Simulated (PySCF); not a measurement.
Species: malononitrile, C3H2N2.
SMILES: `N#CCC#N`

Method: PBE0/pcSseg-1 in PySCF (dipole) on a GFN2-xTB geometry, gas phase.

Take the most abundant isotopes and a rigid rotor. 

Task: What are A, B and C (GHz)?

Result: Ia = 25.66, Ib = 161.48, Ic = 183.92 u·Å²; 505379 MHz·u·Å²/I gives 19698, 3130 and 2748 MHz, that is A = 19.698, B = 3.1296, C = 2.7479 GHz.

Task: Classify the top.

Result: A near-prolate asymmetric top. Ray's parameter κ = (2B − A − C)/(A − C) = -0.955; −1 is the prolate and +1 the oblate limit.

Task: Is it planar, by Δ = Ic − Ia − Ib?

Result: Not planar: Δ = Ic − Ia − Ib = -3.22 u·Å². For a rigid frame Δ = −2 Σ m c², so Σ m c² = 1.61 u·Å² lies off the ab plane, practically all of it from hydrogen. The atom farthest from that plane is 0.89 Å away.

Task: Which types of transition are allowed, and where do some lines up to J = 4 fall?

Result: The dipole components are |μa| = 0.00 D, |μb| = 4.00 D, |μc| = 0.00 D; the symmetry axis of this C2v structure is b, so μa and μc vanish by symmetry and there are no a-type or c-type lines. Some lines, for components of 0.1 D or more:

```csv
type,branch,"J(Ka,Kc)",MHz,lower level (cm⁻¹)
b,R,"3(0,3) ← 2(1,2)",1414,1.128
b,R,"4(0,4) ← 3(1,3)",7803,1.697
b,Q,"1(1,0) ← 1(0,1)",16950,0.196
b,Q,"2(1,1) ← 2(0,2)",17338,0.588
b,Q,"4(1,3) ← 4(0,4)",18748,1.957
b,R,"1(1,1) ← 0(0,0)",22446,0.000
b,R,"3(1,3) ← 2(0,2)",33249,0.588
b,R,"4(1,4) ← 3(0,3)",38376,1.175
b,Q,"3(2,1) ← 3(1,2)",49168,1.773
b,Q,"2(2,0) ← 2(1,1)",49711,1.166
b,Q,"2(2,1) ← 2(1,2)",50850,1.128
b,Q,"4(2,3) ← 4(1,4)",52198,2.455
b,R,"2(2,1) ← 1(1,0)",61841,0.761
b,R,"3(2,1) ← 2(1,2)",68515,1.128
b,R,"4(2,3) ← 3(1,2)",72641,1.773
b,Q,"3(3,1) ← 3(2,2)",83799,3.412
b,R,"4(3,2) ← 3(2,1)",107289,3.413
b,R,"4(3,1) ← 3(2,2)",107322,3.412
```

Stationary, but not proved a minimum. These are rigid-rotor constants of the computed structure; measured ground-state constants (B0) also hold zero-point vibration. Quadrupole hyperfine structure (14N) is left out.
